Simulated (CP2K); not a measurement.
BN:

```
N B
1.0
     2.49824    0.00000    0.00000
    -1.24912    2.16354    0.00000
     0.00000    0.00000    6.63570
N B
2 2
Direct
  0.66667 0.33333 0.25000
  0.33333 0.66667 0.75000
  0.66667 0.33333 0.75000
  0.33333 0.66667 0.25000
```

Base run:

| Item | Value |
| --- | --- |
| Program | CP2K 2026.2 |
| Functional | optB88-vdW |
| Potentials or basis | POTENTIAL_UZH N GTH-PBE-q5, B GTH-PBE-q3; TZVP-MOLOPT-PBE-GTH basis |
| Density cutoff | 9184 eV |
| k mesh | 12 × 12 × 4 |
| Occupations | fermi-dirac, width 0.05 eV |
| Spin | no spin polarisation |

Its results: band gap on the k mesh 4.36 eV, indirect (least direct gap 4.75 eV); pressure 3.9 GPa.

Question: The run is repeated on the same cell with these changes: functional from optB88-vdW to PBEsol. What comes out?

Answer: Band gap on the k mesh 4.17 eV, indirect (least direct gap 4.56 eV); pressure 4.2 GPa.

Caveats: the potentials were made for another functional, which shifts forces and pressure; the basis of atomic orbitals isn't converged, which shifts pressures, moduli and gaps; this functional lacks dispersion, which binds the layers, so the pressure and a relaxed spacing across them are unreliable (some runs).
